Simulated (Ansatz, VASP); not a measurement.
**PbS: VASP beside Ansatz**

INCAR

```
SYSTEM = PbS
ALGO = Normal
EDIFF = 1E-6
ENCUT = 520
GGA = PE
ISIF = 2
ISMEAR = 0
LASPH = .TRUE.
LCHARG = .FALSE.
LREAL = .FALSE.
LWAVE = .FALSE.
NBANDS = 17
NELM = 80
PREC = Accurate
SIGMA = 0.02
```

The input KPOINTS:

```
k-points
0
G
  9 9 9
  0 0 0
```

POSCAR

```
PbS
1.0
    2.2118934261      1.2770372649      3.6140527581
   -2.2118934261      1.2770372649      3.6140527581
    0.0000000000     -2.5540745300      3.6140527581
Pb S
1 1
Direct
    0.9805657800      0.9805657800      0.9805657800
    0.4750355500      0.4750355500      0.4750355500
```

Input for Ansatz:

```yaml
crystal:
  lattice:
    - [2.2118934261, 1.2770372649, 3.6140527581]
    - [-2.2118934261, 1.2770372649, 3.6140527581]
    - [0.0, -2.55407453, 3.6140527581]
  atoms:
    - { symbol: Pb, position: [0.98056578, 0.98056578, 0.98056578] }
    - { symbol: S, position: [0.47503555, 0.47503555, 0.47503555] }
basis:
  ecutwfc: 420
kpoints:
  mp_grid: { grid: [9, 9, 9] }
hamiltonian:
  xc: pbe
scf:
  occupations: { method: gaussian, width: 0.02 }
output:
  forces: true
  stress: true
  eigenvalues: true
```

Alike in both runs: task single point; functional PBE; k mesh 9 × 9 × 9; occupations gaussian, width 0.02 eV; no spin polarisation.

|  | VASP | Ansatz |
| --- | --- | --- |
| version | VASP 6.6.1 | Ansatz 0.2.0 |
| potentials or method | VASP PAW PBE potentials, release 64 (Pb_d, S) | scalar-relativistic, plane waves, PAW |
| plane-wave cutoff (eV) | 520 | 420 |
| valence electrons in the cell | 20 | 20 |

```tsv
	VASP	Ansatz	Ansatz less VASP
gap on the k mesh at the Fermi level (eV)	1.05	1.04	-0.004
least direct gap on the mesh (eV)	1.05	1.04	-0.004
pressure (GPa)	-5.0	-4.9	+0.07
rms of the force components (eV/Å)	0.027	0.027	+0.0002
```

Atom by atom the forces differ by 0.000 eV/Å (rms over components). With one functional, cell and mesh, what is left measures potentials, basis and numerics.

The runs have no spin-orbit coupling, so splittings on Pb are missing.
